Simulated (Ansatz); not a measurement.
**Symmetry broken, then relaxed in Ti**

All numbers below come from DFT PBEsol, scalar-relativistic, plane waves, PAW (Ansatz). Settings: plane waves to 420 eV, k-mesh 14×14×14 (Γ-centred), Gaussian smearing 0.15 eV. No spin polarisation. Energies are free energies at this smearing, counted from the undisturbed cell; pressure is positive in compression.

The starting cell (relaxed at this level; this fcc form isn't the usual structure):

```
Ti
1.0
     0.00000    2.02792    2.02792
     2.02792    0.00000    2.02792
     2.02792    2.02792    0.00000
Ti
1
Direct
  0.00000 0.00000 0.00000
```

The cell is strained by (0.0214, 0.0246, -0.0460, 0.0068, 0.0122, 0.0889) (xx, yy, zz, yz, xz, xy; engineering shear). Cell and atoms are then relaxed.

Task: Does the relaxation return to the undisturbed structure?

Result: Yes (up to a choice of domain or origin): same space group and volume, and an energy 0.0 meV/atom from it. The disturbance itself cost 24.0 meV/atom. The final space group reads Fm-3m (tolerance 0.05 Å) and the volume changes by 0.06 %.

Final structure:

```
CELL_PARAMETERS angstrom
0.00009 2.02913 2.02692
2.02909 0.00002 2.02699
2.02904 2.02915 0.00006
ATOMIC_POSITIONS crystal
Ti 0.00000 0.00000 0.00000
```

The relaxation, step by step (energy from the first step; small jumps at an unchanged geometry come where the plane waves are selected anew for the new cell):

| step | ΔE (meV/atom) | largest force component (eV/Å) | pressure (GPa) |
| --- | --- | --- | --- |
| 1 | 0.0 | 0.000 | 0.42 |
| 2 | -19.0 | 0.000 | 0.91 |
| 3 | -19.8 | 0.000 | -1.75 |
| 4 | -23.8 | 0.000 | 0.30 |
| 5 | -23.9 | 0.000 | -0.01 |
| 6 | -24.0 | 0.000 | 0.03 |

Cost: 3 runs of about 1.1 core-minutes in all, on Intel Xeon Platinum 8559C (Emerald Rapids) (shared hosts).